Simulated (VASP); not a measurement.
Set up this calculation in VASP 6.6.1, as the native input.

```
Task                   : single point
Functional             : PBE
Potentials or basis    : VASP PAW PBE potentials, release 64 (Sb)
Cutoff                 : 520 eV
k mesh                 : 8 × 8 × 8
Occupations            : fermi-dirac, width 0.1 eV
Spin                   : no spin polarisation
Dipole correction      : no
Further INCAR settings : ALGO = Normal; EDIFF = 1e-06; NBANDS = 8
```

The structure of Sb lies in POSCAR:

```
Sb
1.0
    0.0000000000      2.3050000000      2.3050000000
    2.3050000000      0.0000000000      2.3050000000
    2.3050000000      2.3050000000      0.0000000000
Sb
1
Direct
    0.0000000000      0.0000000000      0.0000000000
```

This isn't the form of Sb at room conditions, which is rhombohedral.

These files were run (other wordings do the same):

INCAR

```
SYSTEM = Sb
PREC     = Accurate       ! precision mode
ENCUT    = 520            ! plane-wave cutoff, eV
EDIFF    = 1E-6           ! SCF threshold, eV
ISMEAR   = -1             ! smearing method
SIGMA    = 0.1            ! smearing width, eV
LREAL    = .FALSE.        ! projectors in reciprocal space
LASPH    = .TRUE.         ! aspherical terms in the spheres
NELM     = 100            ! most SCF steps
ALGO     = Normal         ! electronic algorithm
ISIF     = 2              ! what is computed and relaxed
LWAVE    = .FALSE.        ! write WAVECAR
LCHARG   = .TRUE.         ! write CHGCAR
GGA      = PE             ! functional
LELF     = .TRUE.         ! ELF
LVHAR    = .TRUE.       
NBANDS   = 8              ! bands
```

KPOINTS

```
Automatic mesh
0
G
  8 8 8
  0 0 0
```

Potentials or basis: VASP PAW PBE potentials, release 64 (Sb).

The run is started by

```console
$ cat potpaw_PBE.64/Sb/POTCAR > POTCAR
$ mpirun -np 1 vasp_std > vasp.out
```

It gave:

The pressure is 9.4 GPa. The band gap on the k mesh is none (metal or under the smearing width).

It took 2.4 s on 1 thread of Intel(R) Xeon(R) 6975P-C (Granite Rapids), on a shared host, peak memory 0.13 GiB.
